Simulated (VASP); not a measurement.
# MgO (F-43m) in VASP: G0W0 quasiparticle levels with PBE

Aim: the G0W0 quasiparticle levels of MgO with PBE.

Program: VASP 6.6.1. These are calculated values, not measurements. Logs are shortened: lines on timing, memory, paths and dates and some standing lists are left out, and cuts for length are marked.

### Step 1. The structure

It takes space group F-43m (No. 216, cubic). The conventional cell has a = 4.612 Å, b = 4.612 Å, c = 4.612 Å, α = 90.00°, β = 90.00°, γ = 90.00°. Mg (site symmetry -43m) has 4 O at 2.00 Å as nearest neighbours. O (site symmetry -43m) is surrounded by 4 Mg at 2.00 Å.

The cell was built by a generator and needn't be a form met in nature.

### Step 2. G0W0 quasiparticle levels, PBE

POSCAR

```
MgO
1.0
    0.0000000000      2.3061600000      2.3061600000
    2.3061600000      0.0000000000      2.3061600000
    2.3061600000      2.3061600000      0.0000000000
Mg O
1 1
Direct
    0.5000000000      0.5000000000      0.5000000000
    0.7500000000      0.7500000000      0.7500000000
```

INCAR.step1

```
SYSTEM = MgO
PREC = Accurate
ENCUT = 450
EDIFF = 1E-8
ISMEAR = 0
SIGMA = 0.01
LREAL = .FALSE.
LASPH = .TRUE.
NELM = 100
ALGO = Normal
LWAVE = .TRUE.
LCHARG = .FALSE.
GGA = PE
```

INCAR.step2

```
SYSTEM = MgO
PREC = Accurate
ENCUT = 450
EDIFF = 1E-8
ISMEAR = 0
SIGMA = 0.01
LREAL = .FALSE.
LASPH = .TRUE.
NELM = 1
ALGO = Exact
LWAVE = .TRUE.
LCHARG = .FALSE.
GGA = PE
NBANDS = 106
LOPTICS = .TRUE.
ISTART = 1
```

INCAR.step3

```
SYSTEM = MgO
PREC = Accurate
ENCUT = 450
EDIFF = 1E-8
ISMEAR = 0
SIGMA = 0.01
LREAL = .FALSE.
LASPH = .TRUE.
ALGO = EVGW0
LWAVE = .FALSE.
LCHARG = .FALSE.
GGA = PE
NELMGW = 1
NBANDS = 106
ENCUTGW = 150
NOMEGA = 48
PRECFOCK = Fast
ISTART = 1
NBANDSGW = 12
```

KPOINTS

```
Automatic mesh
0
G
  6 6 6
  0 0 0
```

Potentials or basis: VASP PAW PBE potentials, release 64 (Mg_GW, O_GW).

The run is started by

```console
cat potpaw_PBE.64/Mg_GW/POTCAR potpaw_PBE.64/O_GW/POTCAR > POTCAR
cp INCAR.step1 INCAR
mpirun -np 1 vasp_std > vasp.out
cp INCAR.step2 INCAR
mpirun -np 1 vasp_std > vasp.out
cp INCAR.step3 INCAR
mpirun -np 1 vasp_std > vasp.out
```

OUTCAR:

```text
SYSTEM = MgO
   PREC = Accurate
   ENCUT = 450
   EDIFF = 1E-8
   ISMEAR = 0
   LREAL = .FALSE.
   LASPH = .TRUE.
   GGA = PE
   NELMGW = 1
   ENCUTGW = 150
   PRECFOCK = Fast
   ISTART = 1

 ion  position               nearest neighbor table
   1  0.500  0.500  0.500-   2 2.00   2 2.00   2 2.00   2 2.00
   2  0.750  0.750  0.750-   1 2.00   1 2.00   1 2.00   1 2.00

  LATTYP: Found a face centered cubic cell.
 ALAT       =     4.6123200000

  Lattice vectors:

 A1 = (   0.0000000000,   2.3061600000,   2.3061600000)
 A2 = (   2.3061600000,   0.0000000000,   2.3061600000)
 A3 = (   2.3061600000,   2.3061600000,   0.0000000000)

Analysis of symmetry for initial positions (statically):
=====================================================================
 Subroutine PRICEL returns:
 Original cell was already a primitive cell.

 Routine SETGRP: Setting up the symmetry group for a
 face centered cubic supercell.

 Subroutine GETGRP returns: Found 24 space group operations
 (whereof 24 operations were pure point group operations)
 out of a pool of 48 trial point group operations.

The static configuration has the point symmetry T_d .

Analysis of symmetry for dynamics (positions and initial velocities):
=====================================================================
 Subroutine PRICEL returns:
 Original cell was already a primitive cell.

 Routine SETGRP: Setting up the symmetry group for a
 face centered cubic supercell.

 Subroutine GETGRP returns: Found 24 space group operations
 (whereof 24 operations were pure point group operations)
 out of a pool of 48 trial point group operations.

The dynamic configuration has the point symmetry T_d .

 Subroutine INISYM returns: Found 24 space group operations
 (whereof 24 operations are pure point group operations),
 and found     1 'primitive' translations

----------------------------------------------------------------------------------------

                                     Primitive cell

  volume of cell :      24.5300

  direct lattice vectors                    reciprocal lattice vectors
     0.000000000  2.306160000  2.306160000    -0.216810629  0.216810629  0.216810629
     2.306160000  0.000000000  2.306160000     0.216810629 -0.216810629  0.216810629
     2.306160000  2.306160000  0.000000000     0.216810629  0.216810629 -0.216810629

  length of vectors
     3.261402749  3.261402749  3.261402749     0.375527025  0.375527025  0.375527025

  position of ions in fractional coordinates (direct lattice)
     0.500000000  0.500000000  0.500000000
     0.750000000  0.750000000  0.750000000

  ion indices of the primitive-cell ions
   primitive index   ion index
                 1           1
                 2           2

----------------------------------------------------------------------------------------

 KPOINTS: Automatic mesh

Automatic generation of k-mesh.
 Grid dimensions read from file:
 generate k-points for:    6    6    6

 Generating k-lattice:

  Cartesian coordinates                     Fractional coordinates (reciprocal lattice)
    -0.036135105  0.036135105  0.036135105     0.166666667  0.000000000  0.000000000
     0.036135105 -0.036135105  0.036135105     0.000000000  0.166666667  0.000000000
     0.036135105  0.036135105 -0.036135105     0.000000000  0.000000000  0.166666667

  Length of vectors
     0.062587837  0.062587837  0.062587837

  Shift w.r.t. Gamma in fractional coordinates (k-lattice)
     0.000000000  0.000000000  0.000000000

 Subroutine IBZKPT returns following result:
 ===========================================

 Found     16 irreducible k-points:

 Following reciprocal coordinates:
            Coordinates               Weight
  0.000000  0.000000  0.000000      1.000000
  0.166667  0.000000  0.000000      8.000000
  0.333333  0.000000  0.000000      8.000000
  0.500000  0.000000  0.000000      4.000000
  0.166667  0.166667  0.000000      6.000000
  0.333333  0.166667  0.000000     24.000000
[... 8 lines left out ...]
 -0.333333  0.333333  0.166667     24.000000
 -0.333333  0.500000  0.166667     12.000000
   k-points           NKPTS =     16   k-points in BZ     NKDIM =    216   number of bands    NBANDS=    106
   number of dos      NEDOS =    301   number of ions     NIONS =      2
   total plane-waves  NPLWV =  13824
   dimension x,y,z NGX =    24 NGY =   24 NGZ =   24
   dimension x,y,z NGXF=    48 NGYF=   48 NGZF=   48
   ions per type =               1   1
   NGX,Y,Z   is equivalent  to a cutoff of  12.23, 12.23, 12.23 a.u.
   NGXF,Y,Z  is equivalent  to a cutoff of  24.47, 24.47, 24.47 a.u.
 SYSTEM =  MgO
   PREC   = accura    normal or accurate (medium, high low for compatibility)
   ISTART =      1    job   : 0-new  1-cont  2-samecut
   ICHARG =      0    charge: 1-file 2-atom 10-const
   ISPIN  =      1    spin polarized calculation?
   LNONCOLLINEAR =      F non collinear calculations
   LSORBIT =      F    spin-orbit coupling
   LASPH  =      T    aspherical Exc in radial PAW
   ENCUT  =  450.0 eV  33.07 Ry    5.75 a.u.   5.64  5.64  5.64*2*pi/ulx,y,z
   NELM   =     60;   NELMIN=  2; NELMDL=  0     # of ELM steps
   EDIFF  = 0.1E-07   stopping-criterion for ELM
   LREAL  =      F    real-space projection
   EDIFFG = 0.1E-06   stopping-criterion for IOM
   NSW    =      0    number of steps for IOM
   IBRION =     -1    ionic relax: 0-MD 1-quasi-New 2-CG
   NFREE  =      0    steps in history (QN), initial steepest desc. (CG)
   ISIF   =      0    stress and relaxation
   ISYM   =      3    0-nonsym 1-usesym 2-fastsym
   POTIM  = 0.5000    time-step for ionic-motion
   TEBEG  =    0.0;   TEEND  =   0.0 temperature during run
   PSTRESS=    0.0 pullay stress
   NELECT =       8.0000    total number of electrons
   NUPDOWN=      -1.0000    fix difference up-down
   EMIN   =  10.00;   EMAX   =-10.00  energy-range for DOS
   EFERMI =   0.00;   METHOD = LEGACY
   ISMEAR =     0;   SIGMA  =   0.01  broadening in eV -4-tet -1-fermi 0-gaus
   EFERMI_NEDOS =   21; number of points for ismear=-14 and -15
   IALGO  =     38    algorithm
   IMIX   =      4    mixing-type and parameters
     AMIX     =   0.40;   BMIX     =  1.00
     AMIX_MAG =   1.60;   BMIX_MAG =  1.00
  volume/ion in A,a.u.               =      12.27        82.77
  Fermi-wavevector in a.u.,A,eV,Ry     =   1.126865  2.129467 17.277028  1.269826
  Thomas-Fermi vector in A             =   2.263549
   LORBIT       =      0    0 simple, 1 ext, 2 COOP (PROOUT), +10 PAW based schemes
   GGA     = PE    functional components
   LHFCALC =     T    Hartree Fock is set to
   PRECFOCK=fast      Normal, Fast or Accurate (Low or Medium for compatibility)
   ENCUT4O =  -1.0   cutoff for four orbital integrals eV
   NKREDX  =     1    reduce k-point grid by
   NKREDY  =     1    reduce k-point grid by
   NKREDZ  =     1    reduce k-point grid by
   AEXX    =    1.0000 exact exchange contribution
   HFSCREEN=    0.0000 screening length (either q_TF or 0.3 A-1)
   HFSCREENC=   0.0000 screening length for correlation (either q_TF or 0.3 A-1)
   ENCUTFOCK=  -1.0 apply spherical cutoff to Coloumb kernel
   IVDW    =     0    specifies the selected vdW correction
   LEPSILON=     F    determine dielectric tensor
   LRPA    =     F    only Hartree local field effects (RPA)
   LRPAFORCE           =     F    calculate RPA forces
   ENCUTGW             = 150.0    cutoff for response function in eV
   ENCUTGWSOFT         = 120.0    soft cutoff for Coulomb kernel in GW response function in eV
   ENCUTLF             =  -1.0    cutoff for local field effects
   NELMGW              =     1    number of iterations in solving QP/BSE equation
   NELMHF              =     1    number of iterations in the inner HF iteration
   NKREDLFX            =     1    NKREDLFY  =   1   NKREDLFZ  =   1
 non-spin polarized calculation
 Gauss-broadening in eV      SIGMA  =   0.01
  energy-cutoff  :      450.00
  volume of cell :       24.53
 maximum number of plane-waves:       544
 NGX is ok and might be reduce to    24
  NGX = 14; NGY = 14; NGZ = 14
   NGX = 11   NGY = 11   NGZ = 11
 maximum number of plane-waves:       113

 QP shifts <psi_nk| G(iteration)W_0 |psi_nk>: iteration 1
 for sc-GW calculations column KS-energies equals QP-energies in previous step
 and V_xc(KS)=  KS-energies - (<T + V_ion + V_H > + <T+V_H+V_ion>^1  + <V_x>^1)

 k-point   1 :       0.0000    0.0000    0.0000
  band No.  KS-energies  QP-energies   sigma(KS)   V_xc(KS)     V^pw_x(r,r')   Z            occupation Imag(sigma)

      1     -15.1905     -17.2347     -21.5711     -18.6006     -30.2501       0.6882       2.0000       1.1034
      2       0.6249      -0.6735     -20.6683     -18.9322     -24.5533       0.7479       2.0000       0.1121
      3       0.6249      -0.6735     -20.6683     -18.9322     -24.5533       0.7479       2.0000       0.1121
      4       0.6249      -0.6735     -20.6683     -18.9322     -24.5533       0.7479       2.0000       0.1121
      5       4.0890       4.9189      -8.6878      -9.6907      -5.7883       0.8275       0.0000      -0.0553
      6      17.0564      18.3145      -6.8672      -8.4353      -2.5760       0.8023       0.0000      -0.1524
      7      17.0564      18.3145      -6.8672      -8.4353      -2.5760       0.8023       0.0000      -0.1524
      8      17.0564      18.3145      -6.8672      -8.4353      -2.5760       0.8023       0.0000      -0.1524
      9      20.6516      21.9410      -7.0807      -8.6759      -2.5732       0.8083       0.0000      -0.3056
     10      20.6516      21.9410      -7.0807      -8.6759      -2.5732       0.8083       0.0000      -0.3056
     11      20.6745      21.4824      -7.1507      -8.1928      -2.0197       0.7753       0.0000      -0.6091
     12      20.6745      21.4824      -7.1507      -8.1928      -2.0197       0.7753       0.0000      -0.6091

 k-point   2 :       0.1667    0.0000    0.0000
  band No.  KS-energies  QP-energies   sigma(KS)   V_xc(KS)     V^pw_x(r,r')   Z            occupation Imag(sigma)
[... 225 lines left out ...]
      1     -14.3762     -16.3351     -22.6276     -19.7400     -31.2588       0.6784       2.0000       0.9513
      2      -1.4389      -3.0447     -18.0704     -15.8744     -22.0699       0.7312       2.0000       0.1376
      3      -0.5808      -2.0988     -19.0991     -17.0462     -23.0599       0.7395       2.0000       0.1231
      4      -0.3261      -1.8250     -19.0906     -17.0747     -22.9562       0.7435       2.0000       0.1167
      5       7.8106       8.6735      -7.6365      -8.6970      -4.1703       0.8136       0.0000      -0.0724
      6      12.0199      13.2100      -9.4071     -10.9148      -5.4927       0.7894       0.0000      -0.1083
      7      14.1156      15.8064     -10.0051     -12.1686      -5.7296       0.7815       0.0000      -0.1680
      8      14.8416      16.0043      -7.8947      -9.3548      -3.3906       0.7963       0.0000      -0.2721
      9      18.7037      19.9229      -7.6941      -9.2635      -2.8387       0.7768       0.0000      -0.3746
     10      22.9620      24.1841      -6.9017      -8.4078      -1.9659       0.8114       0.0000      -0.5535
     11      23.9118      25.6457      -8.7174     -10.7614      -3.6381       0.8483       0.0000      -0.8566
     12      26.8639      28.6984      -8.6994     -10.9684      -3.4786       0.8085       0.0000      -0.8312
```

Run time: 4.8 min. Hardware: 1 thread of Intel Xeon Platinum 8175M at 2.50GHz (Skylake/Cascade Lake), shared host; peak memory 0.42 GiB.

What came out:

```
Band gap on the k mesh, mean-field level : 3.46 eV, direct
Quasiparticle gap                        : 5.59 eV
Least direct quasiparticle gap           : 5.59 eV
```

Caveat: bands, screening cutoff and mesh are small and nothing is extrapolated, so the quasiparticle values aren't converged.
